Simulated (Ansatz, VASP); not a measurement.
**Ge: VASP beside Ansatz**

```xyz
2
Lattice="0.0000 2.8289 2.8289 2.8289 0.0000 2.8289 2.8289 2.8289 0.0000" Properties=species:S:1:pos:R:3 pbc="T T T"
Ge    4.2434    4.2434    4.2434
Ge    2.8289    2.8289    2.8289
```

Alike in both runs: task single point; functional PBE; k mesh 8 × 8 × 8; occupations gaussian, width 0.014 eV; no spin polarisation.

|  | VASP | Ansatz |
| --- | --- | --- |
| version | VASP 6.6.1 | Ansatz 0.2.0 |
| potentials or method | VASP PAW PBE potentials, release 64 (Ge_d), cutoff 520 eV | all-electron LAPW, scalar-relativistic |

VASP gave:

```
gap on the k mesh at the Fermi level (eV) : 0.03
least direct gap on the mesh (eV)         : 0.03
pressure (GPa)                            : 3.5
```

Task: Which values does Ansatz return?

Result: gap on the k mesh at the Fermi level (eV): 0.04; least direct gap on the mesh (eV): 0.04; pressure (GPa): 3.6.

Ansatz ran all-electron here, so the differences hold the error of VASP's frozen core and of both bases.
